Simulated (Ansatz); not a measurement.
**InP: the crystal squeezed far**

The task here is to estimate one member of a computed series from the others.

Method: DFT r²SCAN, with the methods named in each step, in Ansatz 0.2.0.

## The system as given

The structure is cubic, space group Fm-3m (No. 225). Conventional cell: a = 5.142 Å, b = 5.142 Å, c = 5.142 Å, α = 90.00°, β = 90.00°, γ = 90.00°. In (site symmetry m-3m) is surrounded by 6 P at 2.57 Å. P (site symmetry m-3m) has 6 In at 2.57 Å as nearest neighbours.

Coordinates:

```
CELL_PARAMETERS angstrom
0.00000 2.57080 2.57080
2.57080 0.00000 2.57080
2.57080 2.57080 0.00000
ATOMIC_POSITIONS crystal
In 0.00000 0.00000 0.00000
P 0.50000 0.50000 0.50000
```

Whether this phase is the stable one at these pressures isn't tested.

Atoms are numbered in the order of the input: In1, P2.

Set-up of the first run:

The input, input.yaml:

```yaml
crystal:
  lattice:
    - [0.0, 2.5708039839, 2.5708039839]
    - [2.5708039839, 0.0, 2.5708039839]
    - [2.5708039839, 2.5708039839, 0.0]
  atoms:
    - { symbol: In, position: [0.0, 0.0, 0.0] }
    - { symbol: P, position: [0.5, 0.5, 0.5] }
kpoints:
  mp_grid: { grid: [14, 14, 14] }
scf:
  occupations: { method: fermi_dirac, width: 0.05 }
hamiltonian:
  xc: r2scan
  pseudopotentials: { kind: paw }
output:
  forces: true
  stress: true
relax:
  f_tol: 0.005
  max_steps: 40
  cell: {}
```

Command:

```sh
ansatz run input.yaml --threads 1 --pin off --max-ram 2048MiB --backend cpu --events-out ev --progress --plain --runs-dir out
```

Among the steps run: Cell relaxed at zero pressure, PAW; Volume scaled by 1, PAW; Volume scaled by 0.94, PAW; Volume scaled by 0.88, PAW; Volume scaled by 0.8, PAW; Volume scaled by 0.72, PAW; Volume scaled by 0.64, PAW; Volume scaled by 0.55, PAW; Volume scaled by 0.55, PAW (level accurate).

One of the session's tables, all rows but one given; the rest of the session is left out.

```
              method  volume over the first  volume (Å³/atom)  pressure (GPa)
                 PAW                      1            20.746            0.02
                 PAW                   0.94            19.501            6.07
                 PAW                   0.88                 ?               ?
                 PAW                    0.8            16.597           31.66
                 PAW                   0.72            14.937           59.11
                 PAW                   0.64            13.277          104.31
                 PAW                   0.55            11.410          194.44
PAW (level accurate)                   0.55            11.410          194.34
```

Q: Estimate the row for PAW, 0.88 from the others.

**Answer.** volume (Å³/atom): 18.257; pressure (GPa): 14.59. In the column «volume (Å³/atom)» it lies between PAW, 0.8 (16.597) and PAW, 0.94 (19.501).
